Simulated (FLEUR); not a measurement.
# Au (Im-3m) in FLEUR: further runs

One crystal, Au, is run at these levels: r2SCAN; tasks: band structure.

Program: FLEUR MaX-R8.1 (later development tree). These are calculated values, not measurements. Logs are shortened: lines on timing, memory, paths and dates and some standing lists are left out, and cuts for length are marked.

### Step 1. The crystal as given

The structure is cubic, space group Im-3m (No. 229). Conventional cell: a = 3.315 Å, b = 3.315 Å, c = 3.315 Å, α = 90.00°, β = 90.00°, γ = 90.00°. Au (site symmetry m-3m) is surrounded by 8 Au at 2.87 Å.

This isn't the form of Au at room conditions, which is fcc.

### Step 2. Band structure, r2SCAN

The input, inp.xml:

```xml
<?xml version="1.0" encoding="UTF-8" standalone="no"?>
<fleurInput fleurInputVersion="0.39">
   <comment>
      Au                                                                                                  
   </comment>
   <calculationSetup>
      <cutoffs Kmax="4.1" Gmax="12.7" GmaxXC="12.7" numbands="0"/>
      <scfLoop itmax="80" minDistance="0.0001" maxIterBroyd="30" imix="Anderson" alpha="0.05" precondParam="0.0" spinf="2.0" sdNocoIR="T"/>
      <coreElectrons ctail="F" frcor="F" kcrel="0" coretail_lmax="0"/>
      <xcFunctional name="LibXC" relativisticCorrections="F">
         <LibXCName exchange="mgga_x_r2scan" correlation="mgga_c_r2scan"/>
         <AuxGGA exchange="117" correlation="130"/>
      </xcFunctional>
      <magnetism jspins="1"/>
      <soc l_soc="F" theta="0.0" phi="0.0" spav="F"/>
      <expertModes spex="0" secvar="F"/>
      <geometryOptimization l_f="F" forcealpha="1.0" forcemix="BFGS" epsdisp="0.00001" epsforce="0.00001"/>
      <ldaU l_linMix="F" mixParam="0.05" spinf="1.0"/>
   </calculationSetup>
   <cell>
      <bzIntegration valenceElectrons="19.0" mode="hist" fermiSmearingEnergy="0.00183747">
         <kPointListSelection listName="default-1"/>
         <!-- k-points included here -->
         <xi:include xmlns:xi="http://www.w3.org/2001/XInclude" href="kpts.xml"> </xi:include>
      </bzIntegration>
      <!-- symmetry operations included here -->
      <xi:include xmlns:xi="http://www.w3.org/2001/XInclude" href="sym.xml"> </xi:include>
      <bulkLattice scale="1.0">
         <bravaisMatrix>
            <row-1>   -3.1317845247897176     3.1317845247897176     3.1317845247897176</row-1>
            <row-2>    3.1317845247897176    -3.1317845247897176     3.1317845247897176</row-2>
            <row-3>    3.1317845247897176     3.1317845247897176    -3.1317845247897176</row-3>
         </bravaisMatrix>
      </bulkLattice>
   </cell>
   <atomSpecies>
      <species name="Gold (Au)" element="Au" atomicNumber="79">
         <mtSphere radius="2.51" gridPoints="829" logIncrement="0.016"/>
         <atomicCutoffs lmax="10" lnonsphr="10"/>
         <electronConfig flipSpins="F">
            <coreConfig>(1s1/2) (2s1/2) (2p1/2) (2p3/2) (3s1/2) (3p1/2) (3p3/2) (4s1/2) (3d3/2) (3d5/2) (4p1/2) (4p3/2) (4d3/2) (4d5/2) (4f5/2) (4f7/2)</coreConfig>
            <valenceConfig>(5s1/2) (5p1/2) (5p3/2) (6s1/2) (5d3/2) (5d5/2)</valenceConfig>
            <stateOccupation state="(6s1/2)" spinUp="0.500000" spinDown="0.500000"/>
         </electronConfig>
         <energyParameters s="6" p="6" d="5" f="5"/>
         <lo type="SCLO" l="0" n="5" eDeriv="0"/>
         <lo type="SCLO" l="1" n="5" eDeriv="0"/>
         <lo type="SCLO" l="1" n="5" eDeriv="1"/>
         <lo type="SCLO" l="2" n="5" eDeriv="2"/>
         <lo type="SCLO" l="3" n="5" eDeriv="2"/>
      </species>
   </atomSpecies>
   <atomGroups>
      <atomGroup species="Gold (Au)">
         <relPos label="                   1">.0000000000 .0000000000 .0000000000</relPos>
         <force calculate="T" relaxXYZ="TTT"/>
      </atomGroup>
   </atomGroups>
   <output dos="F" band="F" slice="F">
      <checks vchk="F" cdinf="F"/>
      <bandDOS minEnergy="-.5*Htr" maxEnergy="0.5*Htr" sigma="0.015" storeEVData="T"/>
      <vacuumDOS vacdos="F" integ="F" star="F" nstars="0" locx1="0.0" locy1="0.0" locx2="0.0" locy2="0.0" nstm="0" tworkf="0.0"/>
      <unfoldingBand unfoldBand="F" supercellX="1" supercellY="1" supercellZ="1"/>
      <plotting iplot="0" polar="F">
         <plot TwoD="T" vec1="  1.0  0.0  0.0" vec2="  0.0  1.0  0.0" vec3="  0.0  0.0  1.0" zero="  0.0  0.0  0.0" file="plot"/>
      </plotting>
      <chargeDensitySlicing numkpt="0" minEigenval="0.0" maxEigenval="0.0" nnne="0" pallst="F"/>
      <specialOutput eonly="F"/>
      <moessbauerParams electricFieldGradient="T" isomerShift="T" coreHyperfine="T" valenceHyperfine="T"/>
      <magneticCircularDichroism mcd="F" energyLo="-10.0" energyUp="0.0"/>
   </output>
  <!-- We include the file relax.xml here to enable relaxations (see documentation) -->
  <xi:include xmlns:xi="http://www.w3.org/2001/XInclude" href="relax.xml"> <xi:fallback/> </xi:include>
</fleurInput>
```

The input, crystal.txt:

```
Au
&input cartesian=F /
-1.6572690000  1.6572690000  1.6572690000
1.6572690000  -1.6572690000  1.6572690000
1.6572690000  1.6572690000  -1.6572690000
1.8897261246
1.0 1.0 1.0

1
79 0.0000000000  0.0000000000  0.0000000000

&kpt div1=11 div2=11 div3=11 gamma=T /
```

The input, inp.xml (bands):

```
<?xml version="1.0" encoding="UTF-8" standalone="no"?>
<fleurInput fleurInputVersion="0.39">
   <comment>
      Au                                                                                                  
   </comment>
   <calculationSetup>
      <cutoffs Kmax="4.1" Gmax="12.7" GmaxXC="12.7" numbands="0"/>
      <scfLoop itmax="80" minDistance="0.0001" maxIterBroyd="30" imix="Anderson" alpha="0.05" precondParam="0.0" spinf="2.0" sdNocoIR="T"/>
      <coreElectrons ctail="F" frcor="F" kcrel="0" coretail_lmax="0"/>
      <xcFunctional name="LibXC" relativisticCorrections="F">
         <LibXCName exchange="mgga_x_r2scan" correlation="mgga_c_r2scan"/>
         <AuxGGA exchange="117" correlation="130"/>
      </xcFunctional>
      <magnetism jspins="1"/>
      <soc l_soc="F" theta="0.0" phi="0.0" spav="F"/>
      <expertModes spex="0" secvar="F"/>
      <geometryOptimization l_f="F" forcealpha="1.0" forcemix="BFGS" epsdisp="0.00001" epsforce="0.00001"/>
      <ldaU l_linMix="F" mixParam="0.05" spinf="1.0"/>
   </calculationSetup>
   <cell>
      <bzIntegration valenceElectrons="19.0" mode="hist" fermiSmearingEnergy="0.00183747">
         <kPointListSelection listName="path-1"/>
         <!-- k-points included here -->
         <xi:include xmlns:xi="http://www.w3.org/2001/XInclude" href="kpts.xml"> </xi:include>
      </bzIntegration>
      <!-- symmetry operations included here -->
      <xi:include xmlns:xi="http://www.w3.org/2001/XInclude" href="sym.xml"> </xi:include>
      <bulkLattice scale="1.0">
         <bravaisMatrix>
            <row-1>   -3.1317845247897176     3.1317845247897176     3.1317845247897176</row-1>
            <row-2>    3.1317845247897176    -3.1317845247897176     3.1317845247897176</row-2>
            <row-3>    3.1317845247897176     3.1317845247897176    -3.1317845247897176</row-3>
         </bravaisMatrix>
      </bulkLattice>
   </cell>
   <atomSpecies>
      <species name="Gold (Au)" element="Au" atomicNumber="79">
         <mtSphere radius="2.51" gridPoints="829" logIncrement="0.016"/>
         <atomicCutoffs lmax="10" lnonsphr="10"/>
         <electronConfig flipSpins="F">
            <coreConfig>(1s1/2) (2s1/2) (2p1/2) (2p3/2) (3s1/2) (3p1/2) (3p3/2) (4s1/2) (3d3/2) (3d5/2) (4p1/2) (4p3/2) (4d3/2) (4d5/2) (4f5/2) (4f7/2)</coreConfig>
            <valenceConfig>(5s1/2) (5p1/2) (5p3/2) (6s1/2) (5d3/2) (5d5/2)</valenceConfig>
            <stateOccupation state="(6s1/2)" spinUp="0.500000" spinDown="0.500000"/>
         </electronConfig>
         <energyParameters s="6" p="6" d="5" f="5"/>
         <lo type="SCLO" l="0" n="5" eDeriv="0"/>
         <lo type="SCLO" l="1" n="5" eDeriv="0"/>
         <lo type="SCLO" l="1" n="5" eDeriv="1"/>
         <lo type="SCLO" l="2" n="5" eDeriv="2"/>
         <lo type="SCLO" l="3" n="5" eDeriv="2"/>
      </species>
   </atomSpecies>
   <atomGroups>
      <atomGroup species="Gold (Au)">
         <relPos label="                   1">.0000000000 .0000000000 .0000000000</relPos>
         <force calculate="T" relaxXYZ="TTT"/>
      </atomGroup>
   </atomGroups>
   <output dos="F" band="T" slice="F">
      <checks vchk="F" cdinf="F"/>
      <bandDOS minEnergy="-.5*Htr" maxEnergy="0.5*Htr" sigma="0.015" storeEVData="T"/>
      <vacuumDOS vacdos="F" integ="F" star="F" nstars="0" locx1="0.0" locy1="0.0" locx2="0.0" locy2="0.0" nstm="0" tworkf="0.0"/>
      <unfoldingBand unfoldBand="F" supercellX="1" supercellY="1" supercellZ="1"/>
      <plotting iplot="0" polar="F">
         <plot TwoD="T" vec1="  1.0  0.0  0.0" vec2="  0.0  1.0  0.0" vec3="  0.0  0.0  1.0" zero="  0.0  0.0  0.0" file="plot"/>
      </plotting>
      <chargeDensitySlicing numkpt="0" minEigenval="0.0" maxEigenval="0.0" nnne="0" pallst="F"/>
      <specialOutput eonly="F"/>
      <moessbauerParams electricFieldGradient="T" isomerShift="T" coreHyperfine="T" valenceHyperfine="T"/>
      <magneticCircularDichroism mcd="F" energyLo="-10.0" energyUp="0.0"/>
   </output>
  <!-- We include the file relax.xml here to enable relaxations (see documentation) -->
  <xi:include xmlns:xi="http://www.w3.org/2001/XInclude" href="relax.xml"> <xi:fallback/> </xi:include>
</fleurInput>
```

Potentials or basis: all-electron, FLAPW.

Launch:

```
$ inpgen -f crystal.txt -profile fastHighL
$ # inp.xml edited to the form shown
$ fleur_MPI
$ fleur_MPI   # second run, on inp.xml (bands)
```

Log:

```text
Welcome to FLEUR        (www.flapw.de)
      MaX-Release 8.1          (www.max-centre.eu)
 func_ids         498         497         498         497
 MetaGGA potential functional detected - V_tau will be computed
 Auxiliary Potential for radial basis: exchange=         117  correlation=         130
The functional 'Re-regularized SCAN exchange by Furness et al' is an exchange functional, it belongs to the 'MGGA' family and is defined in the reference(s):
[1] J. W. Furness, A. D. Kaplan, J. Ning, J. P. Perdew, and J. Sun.,  J. Phys. Chem. Lett. 11, 8208-8215 (2020)
[2] J. W. Furness, A. D. Kaplan, J. Ning, J. P. Perdew, and J. Sun.,  J. Phys. Chem. Lett. 11, 9248-9248 (2020)
The functional 'Re-regularized SCAN correlation by Furness et al' is a correlation functional, it belongs to the 'MGGA' family and is defined in the reference(s):
[1] J. W. Furness, A. D. Kaplan, J. Ning, J. P. Perdew, and J. Sun.,  J. Phys. Chem. Lett. 11, 8208-8215 (2020)
[2] J. W. Furness, A. D. Kaplan, J. Ning, J. P. Perdew, and J. Sun.,  J. Phys. Chem. Lett. 11, 9248-9248 (2020)
 Using same functional for VXC and EXC

 ========== k-point set info ==========
 Selected k-point list: default-1
 k-point list type: mesh
 11 x 11 x 11
 Number of k points: 56

 ------------Calculation Setup---------------------------
 Number of MPI-tasks      :            1
 Number of PE/node        :            1
 Number of OMP-threads    :            1
 Most efficient MPI parallelization for:
           1           2           4           7           8          14          28          56
 Additional eigenvalue parallelization possible
 Number of basis functions:          185
 Approximate size of matrices (H+S) per k-point:         0.001 GB
 --------------------------------------------------------
The functional 'Hammer, Hansen, and Norskov' is an exchange functional, it belongs to the 'GGA' family and is defined in the reference(s):
[... 6 lines left out ...]
 Reset of history
 Reset of history
 Iteration:     1   Distance:      64.74184053 me/bohr^3
The functional 'Hammer, Hansen, and Norskov' is an exchange functional, it belongs to the 'GGA' family and is defined in the reference(s):
[1] B. Hammer, L. B. Hansen, and J. K. Nørskov.,  Phys. Rev. B 59, 7413 (1999)
The functional 'Perdew, Burke & Ernzerhof' is a correlation functional, it belongs to the 'GGA' family and is defined in the reference(s):
[1] J. P. Perdew, K. Burke, and M. Ernzerhof.,  Phys. Rev. Lett. 77, 3865 (1996)
[2] J. P. Perdew, K. Burke, and M. Ernzerhof.,  Phys. Rev. Lett. 78, 1396 (1997)
 Using same functional for VXC and EXC
 Iteration:     2   Distance:      60.97368581 me/bohr^3
The functional 'Hammer, Hansen, and Norskov' is an exchange functional, it belongs to the 'GGA' family and is defined in the reference(s):
[1] B. Hammer, L. B. Hansen, and J. K. Nørskov.,  Phys. Rev. B 59, 7413 (1999)
The functional 'Perdew, Burke & Ernzerhof' is a correlation functional, it belongs to the 'GGA' family and is defined in the reference(s):
[1] J. P. Perdew, K. Burke, and M. Ernzerhof.,  Phys. Rev. Lett. 77, 3865 (1996)
[2] J. P. Perdew, K. Burke, and M. Ernzerhof.,  Phys. Rev. Lett. 78, 1396 (1997)
 Using same functional for VXC and EXC
 Iteration:     3   Distance:      57.87004471 me/bohr^3
The functional 'Hammer, Hansen, and Norskov' is an exchange functional, it belongs to the 'GGA' family and is defined in the reference(s):
[1] B. Hammer, L. B. Hansen, and J. K. Nørskov.,  Phys. Rev. B 59, 7413 (1999)
The functional 'Perdew, Burke & Ernzerhof' is a correlation functional, it belongs to the 'GGA' family and is defined in the reference(s):
[1] J. P. Perdew, K. Burke, and M. Ernzerhof.,  Phys. Rev. Lett. 77, 3865 (1996)
[2] J. P. Perdew, K. Burke, and M. Ernzerhof.,  Phys. Rev. Lett. 78, 1396 (1997)
 Using same functional for VXC and EXC
 Iteration:     4   Distance:       8.18006485 me/bohr^3
The functional 'Hammer, Hansen, and Norskov' is an exchange functional, it belongs to the 'GGA' family and is defined in the reference(s):
[1] B. Hammer, L. B. Hansen, and J. K. Nørskov.,  Phys. Rev. B 59, 7413 (1999)
The functional 'Perdew, Burke & Ernzerhof' is a correlation functional, it belongs to the 'GGA' family and is defined in the reference(s):
[1] J. P. Perdew, K. Burke, and M. Ernzerhof.,  Phys. Rev. Lett. 77, 3865 (1996)
[2] J. P. Perdew, K. Burke, and M. Ernzerhof.,  Phys. Rev. Lett. 78, 1396 (1997)
 Using same functional for VXC and EXC
 Iteration:     5   Distance:       2.04228818 me/bohr^3
The functional 'Hammer, Hansen, and Norskov' is an exchange functional, it belongs to the 'GGA' family and is defined in the reference(s):
[... 39 lines left out ...]
 Using same functional for VXC and EXC
 Iteration:    11   Distance:       0.00117572 me/bohr^3
The functional 'Hammer, Hansen, and Norskov' is an exchange functional, it belongs to the 'GGA' family and is defined in the reference(s):
[1] B. Hammer, L. B. Hansen, and J. K. Nørskov.,  Phys. Rev. B 59, 7413 (1999)
The functional 'Perdew, Burke & Ernzerhof' is a correlation functional, it belongs to the 'GGA' family and is defined in the reference(s):
[1] J. P. Perdew, K. Burke, and M. Ernzerhof.,  Phys. Rev. Lett. 77, 3865 (1996)
[2] J. P. Perdew, K. Burke, and M. Ernzerhof.,  Phys. Rev. Lett. 78, 1396 (1997)
 Using same functional for VXC and EXC
 Iteration:    12   Distance:       0.00020176 me/bohr^3
The functional 'Hammer, Hansen, and Norskov' is an exchange functional, it belongs to the 'GGA' family and is defined in the reference(s):
[1] B. Hammer, L. B. Hansen, and J. K. Nørskov.,  Phys. Rev. B 59, 7413 (1999)
The functional 'Perdew, Burke & Ernzerhof' is a correlation functional, it belongs to the 'GGA' family and is defined in the reference(s):
[1] J. P. Perdew, K. Burke, and M. Ernzerhof.,  Phys. Rev. Lett. 77, 3865 (1996)
[2] J. P. Perdew, K. Burke, and M. Ernzerhof.,  Phys. Rev. Lett. 78, 1396 (1997)
 Using same functional for VXC and EXC
 Iteration:    13   Distance:       0.00020539 me/bohr^3
The functional 'Hammer, Hansen, and Norskov' is an exchange functional, it belongs to the 'GGA' family and is defined in the reference(s):
[1] B. Hammer, L. B. Hansen, and J. K. Nørskov.,  Phys. Rev. B 59, 7413 (1999)
The functional 'Perdew, Burke & Ernzerhof' is a correlation functional, it belongs to the 'GGA' family and is defined in the reference(s):
[1] J. P. Perdew, K. Burke, and M. Ernzerhof.,  Phys. Rev. Lett. 77, 3865 (1996)
[2] J. P. Perdew, K. Burke, and M. Ernzerhof.,  Phys. Rev. Lett. 78, 1396 (1997)
 Using same functional for VXC and EXC
 Iteration:    14   Distance:       0.00002207 me/bohr^3

 ********************************************************************
 Run finished successfully
 Stop message:
   all done
 ********************************************************************
```

Wall time 44 s (1 thread of Intel Xeon at 2.50GHz (Skylake/Cascade Lake), shared host); peak memory 0.08 GiB.

Results:

```
Free energy                                           : -518272.1183 eV
Band gap along the path                               : none (metal or under the smearing width)
Valence electrons inside the program's atomic spheres : Au 17.45 (radii Au 2.51 bohr)
```

Levels at the corners of the path, in eV from the Fermi level:
| point | band 6 | band 7 | band 8 | band 9 | band 10 | band 11 | band 12 | band 13 |
| --- | --- | --- | --- | --- | --- | --- | --- | --- |
| Γ | -4.68 | -4.68 | -4.68 | -2.91 | -2.91 | 17.31 | 17.31 | 17.31 |
| H | -6.44 | -1.81 | -1.81 | -1.81 | 6.68 | 6.68 | 6.68 | 9.47 |
| N | -5.68 | -3.04 | -2.74 | -1.46 | -0.08 | 3.42 | 13.04 | 14.12 |
| Γ | -4.68 | -4.68 | -4.68 | -2.91 | -2.91 | 17.31 | 17.31 | 17.31 |
| P | -5.08 | -5.08 | -2.70 | -2.70 | 2.92 | 7.42 | 7.42 | 7.42 |
| H | -6.44 | -1.81 | -1.81 | -1.81 | 6.68 | 6.68 | 6.68 | 9.47 |
| P | -5.08 | -5.08 | -2.70 | -2.70 | 2.92 | 7.42 | 7.42 | 7.42 |
| N | -5.68 | -3.04 | -2.74 | -1.46 | -0.08 | 3.42 | 13.04 | 14.12 |

Core levels (eV from the Fermi level):
| atom | levels |
| --- | --- |
| 1 Au | 1s1/2 -80656.8, 2s1/2 -14216.8, 2p1/2 -13629.7, 2p3/2 -11793.9, 3s1/2 -3352.8, 3p1/2 -3089.5, 3p3/2 -2684.4, 4s1/2 -725.3, 3d3/2 -2248.7, 3d5/2 -2161.7, 4p1/2 -613.1, 4p3/2 -515.9, 4d3/2 -332.7, 4d5/2 -314.6, 4f5/2 -79.8, 4f7/2 -75.9 |

Caveat: the meta-GGA is that of a development version, with a GGA for the radial functions and cores and without core tails; spin-orbit coupling is left out, which moves the levels of the heavy elements.

### Step 3. Band structure, r2SCAN, spin-orbit coupling, no magnetisation

inp.xml, as its differences from that of step 2:

```diff
@@ -6,3 +6,3 @@
    <calculationSetup>
-      <cutoffs Kmax="4.1" Gmax="12.7" GmaxXC="12.7" numbands="0"/>
+      <cutoffs Kmax="4.1" Gmax="12.7" GmaxXC="12.7" numbands="all"/>
       <scfLoop itmax="80" minDistance="0.0001" maxIterBroyd="30" imix="Anderson" alpha="0.05" precondParam="0.0" spinf="2.0" sdNocoIR="T"/>
@@ -14,3 +14,3 @@
       <magnetism jspins="1"/>
-      <soc l_soc="F" theta="0.0" phi="0.0" spav="F"/>
+      <soc l_soc="T" theta="0.0" phi="0.0" spav="F"/>
       <expertModes spex="0" secvar="F"/>
```

crystal.txt, as its differences from that of step 2:

```diff
@@ -11,2 +11,3 @@
 
-&kpt div1=11 div2=11 div3=11 gamma=T /
+&soc 0.0 0.0 /
+&kpt div1=8 div2=8 div3=8 gamma=T /
```

inp.xml (bands), as its differences from that of step 2:

```diff
@@ -6,3 +6,3 @@
    <calculationSetup>
-      <cutoffs Kmax="4.1" Gmax="12.7" GmaxXC="12.7" numbands="0"/>
+      <cutoffs Kmax="4.1" Gmax="12.7" GmaxXC="12.7" numbands="all"/>
       <scfLoop itmax="80" minDistance="0.0001" maxIterBroyd="30" imix="Anderson" alpha="0.05" precondParam="0.0" spinf="2.0" sdNocoIR="T"/>
@@ -14,3 +14,3 @@
       <magnetism jspins="1"/>
-      <soc l_soc="F" theta="0.0" phi="0.0" spav="F"/>
+      <soc l_soc="T" theta="0.0" phi="0.0" spav="F"/>
       <expertModes spex="0" secvar="F"/>
```

Potentials or basis: all-electron, FLAPW.

Launch:

```
$ inpgen -f crystal.txt -profile fastHighL
$ # inp.xml edited to the form shown
$ fleur_MPI
$ fleur_MPI   # second run, on inp.xml (bands)
```

It took 10 min on 1 thread of Intel Xeon at 2.50GHz (Skylake/Cascade Lake), shared host; peak memory 0.17 GiB.

Results (log left out):

```yaml
Free_energy: -518274.1664 eV
Band_gap_along_the_path: none (metal or under the smearing width)
Valence_electrons_inside_the_program's_atomic_spheres: Au 17.44 (radii Au 2.51 bohr)
```

Levels at the corners of the path, in eV from the Fermi level:
```csv
point,band 16,band 17,band 18,band 19,band 20,band 21
Γ,-4.53,-3.09,-3.09,-3.09,-3.09,16.96
H,-2.55,-1.51,-1.51,4.97,4.97,7.03
N,-3.14,-1.70,-1.70,-0.45,-0.45,3.07
Γ,-4.53,-3.09,-3.09,-3.09,-3.09,16.96
P,-2.98,-2.98,-2.98,2.54,2.54,6.50
H,-2.55,-1.51,-1.51,4.97,4.97,7.03
P,-2.98,-2.98,-2.98,2.54,2.54,6.50
N,-3.14,-1.70,-1.70,-0.45,-0.45,3.07
```

Core levels (eV from the Fermi level):
```csv
atom,levels
1 Au,"1s1/2 -80657.4, 2s1/2 -14217.4, 2p1/2 -13630.3, 2p3/2 -11794.4, 3s1/2 -3353.3, 3p1/2 -3090.0, 3p3/2 -2684.9, 4s1/2 -725.8, 3d3/2 -2249.2, 3d5/2 -2162.2, 4p1/2 -613.6, 4p3/2 -516.5, 4d3/2 -333.3, 4d5/2 -315.2, 4f5/2 -80.3, 4f7/2 -76.5"
```

Caveat: the meta-GGA is that of a development version, with a GGA for the radial functions and cores and without core tails.
